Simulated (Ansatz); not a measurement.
The following input was run with Ansatz 0.2.0.

```yaml
crystal:
  lattice:
    - [1.45, -4.065, 0.0]
    - [1.45, 4.065, 0.0]
    - [0.0, 0.0, 3.17]
  atoms:
    - { symbol: Ga, position: [0.867, 0.133, 0.25] }
    - { symbol: Ga, position: [0.1433832421, 0.855368482, 0.7470410095] }
basis:
  ecutwfc: 420
kpoints:
  mp_grid: { grid: [14, 14, 12] }
hamiltonian:
  xc: pbesol
scf:
  occupations: { method: gaussian, width: 0.1 }
output:
  forces: true
  stress: true
  eigenvalues: true
```

It can be run as
```bash
ansatz run input.yaml --threads 1 --pin off --backend cpu --events-out ev --progress --plain --runs-dir out  # memory cap (--max-ram) not shown
```

Level of theory: DFT PBEsol, scalar-relativistic, plane waves, PAW (Ansatz 0.2.0).

Abridged output (final results; tables in files aren't shown):

```
SCF 1 converged in 6 iterations: F = -7486.354074 eV  dr2 = 2.52e-8
SCF converged after 6 iterations
Free energy (F): -7486.354074 eV
Harris-Foulkes:  -7486.354074 eV  (|F-HF|=7.20e-8)
Internal energy: -7486.349757 eV  (E = F + TS)
E sigma→0 (E₀):  -7486.351916 eV
Entropy (-TS):   -0.004316 eV (-2.158 meV/atom)
Fermi energy:    9.727581 eV
--- Per-component energies (eV) ---
  E_band       = -73.295861
  E_kinetic    = 230.214239
  E_local      = -3611.298110  (includes V_loc(G=0)·N_el)
  E_nonlocal   = 847.120861
  E_hartree    = 1694.954761
  E_xc         = -137.855110
  E_vxc        = -116.905160  (∫ρ·V_xc dr)
  E_paw        = -3892.984795  (= ΣΔE_a)
  E_vpaw       = -812.334606  (= ΣTr[D̂ρ^β])
  E_aug_tail   = -0.000229  (compensation charges beyond the density's cutoff)
  E_ewald      = -2618.227330
  E_core_change = 1.725956  (= ΣΔE_core)
  E_smearing   = -0.004316  (= −TS)
--- Forces (eV/Å), atoms counted from 1 ---
  atom   1  Ga    -0.00098471    -0.17687929    -0.01178584
  atom   2  Ga     0.00098471     0.17687929     0.01178584
--- Stress (GPa, compression-positive) ---
       -2.545688       0.005397       0.000288
        0.005397      -2.115173       0.023154
        0.000288       0.023153      -0.775269
  P = ⅓ Tr σ = -1.8120 GPa (-18.120 kbar)
--- Band table (eV; the first three rows and the last of 1180) ---
  k-point 0: bands = ["-5.4460", "-5.4002", "-5.3557", "-5.3230", "-5.1669", "-5.1494", "-5.0845", "-5.0793", "-5.0659", "-4.9359", "-1.5813", "7.5099", "8.1154", "12.5511", "16.2122", "17.2103", "18.7474"]
  k-point 1: bands = ["-5.4355", "-5.4095", "-5.3382", "-5.3230", "-5.1762", "-5.1642", "-5.0843", "-5.0668", "-5.0588", "-4.9466", "-1.4756", "7.6323", "8.1104", "11.5008", "17.3113", "17.5401", "18.8342"]
  k-point 2: bands = ["-5.4342", "-5.3901", "-5.3256", "-5.3048", "-5.1978", "-5.1926", "-5.0850", "-5.0451", "-5.0429", "-4.9756", "-1.1574", "7.8526", "7.9964", "10.1054", "17.6095", "18.2877", "18.3515"]
  k-point 1179: bands = ["-5.3501", "-5.3484", "-5.3167", "-5.3136", "-5.1968", "-5.1938", "-5.0702", "-5.0665", "-5.0630", "-5.0619", "3.9440", "3.9762", "5.5999", "5.6292", "19.2033", "19.2607", "21.1244"]
```

The calculation finished and met its thresholds.